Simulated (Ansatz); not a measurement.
# InP: the cost of one run

Method: DFT HSE06, scalar-relativistic, plane waves, PAW, in Ansatz 0.2.0.

## (1) The system as given

It takes space group Fm-3m (No. 225, cubic). Conventional cell: a = 5.500 Å, b = 5.500 Å, c = 5.500 Å, α = 90.00°, β = 90.00°, γ = 90.00°. In (site symmetry m-3m) is surrounded by 6 P at 2.75 Å. P (site symmetry m-3m) is surrounded by 6 In at 2.75 Å.

As a file:

```
CELL_PARAMETERS angstrom
0.00000 2.75000 2.75000
2.75000 0.00000 2.75000
2.75000 2.75000 0.00000
ATOMIC_POSITIONS crystal
In 0.00000 0.00000 0.00000
P 0.50000 0.50000 0.50000
```

This is a trial structure built by rule; it need not be a known or stable form of this composition.

This is a trial structure, the rocksalt prototype, and another one may lie lower.

## (2) Seeking zero pressure, try 1

Contents of input.yaml:

```yaml
crystal:
  lattice:
    - [0.0, 2.75, 2.75]
    - [2.75, 0.0, 2.75]
    - [2.75, 2.75, 0.0]
  atoms:
    - { symbol: In, position: [0.0, 0.0, 0.0] }
    - { symbol: P, position: [0.5, 0.5, 0.5] }
basis:
  ecutwfc: 420
kpoints:
  mp_grid: { grid: [6, 6, 6] }
hamiltonian:
  xc: hse06
scf:
  occupations: { method: gaussian, width: 0.05 }
output:
  forces: true
  stress: true
  eigenvalues: true
```

Run with:

```console
> ansatz run input.yaml --threads 4 --pin off --max-ram 12288MiB --backend cpu --events-out ev --progress --plain --runs-dir out
```

What time and memory should one allow on 4 threads of Arm Neoverse V1, shared host?

About 11 s, with a peak of 1.2 GiB.
